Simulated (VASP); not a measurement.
Crystal: Se.

```xyz
3
Lattice="4.3662 0.0000 0.0000 -2.1831 3.7812 0.0000 0.0000 0.0000 4.9536" Properties=species:S:1:pos:R:3 pbc="T T T"
Se    0.9841    0.0000    1.6512
Se   -0.4921    0.8523    3.3024
Se    1.6910    2.9289    0.0000
```

| Quantity | Value |
| --- | --- |
| Program | VASP 6.6.1 |
| Task | relaxation of cell and atoms |
| Functional | PBEsol |
| Potentials or basis | VASP PAW PBE potentials, release 64 (Se) |
| Cutoff | 600 eV |
| k mesh | 9 × 9 × 6 |
| Occupations | gaussian, width 0.03 eV |
| Spin | no spin polarisation |

At the start: pressure 0.4 GPa; volume 27.26 Å³/atom.

Problem. How do energy, volume and symmetry change on relaxing?

Solution. Over 13 steps the energy falls by 25.0 meV/atom and the volume is 24.08 Å³/atom (-11.7 %); space group P3_121 (No. 152, to 0.05 Å).

The path:
```csv
step,energy change (eV),largest force (eV/Å),pressure (GPa),volume (Å³)
1,0.0000,0.3330,0.36,81.78
2,-0.0099,0.0106,-1.33,82.50
3,-0.0102,0.0370,-1.09,82.39
4,-0.0238,0.0441,-0.99,80.96
5,-0.0574,0.0831,-0.38,76.71
6,-0.0509,0.1960,2.69,68.45
7,-0.0702,0.1520,0.66,73.26
8,-0.0706,0.1626,0.97,72.30
9,-0.0746,0.0098,0.04,71.84
10,-0.0748,0.0169,0.19,71.92
11,-0.0748,0.0141,0.16,71.91
12,-0.0749,0.0082,0.07,72.13
13,-0.0750,0.0048,0.03,72.25
```

Final structure:
```
Se
1.0
     4.03205    0.00000    0.00000
    -2.01603    3.49186    0.00000
     0.00000    0.00000    5.13149
Se
3
Direct
  0.24947 0.00000 0.33333
  0.00000 0.24947 0.66667
  0.75053 0.75053 0.00000
```

Caveat: the PAW data sets were made with another functional, which shifts forces and pressure a little; the volume moved by -12 % from the deposited cell, more than functionals usually miss.
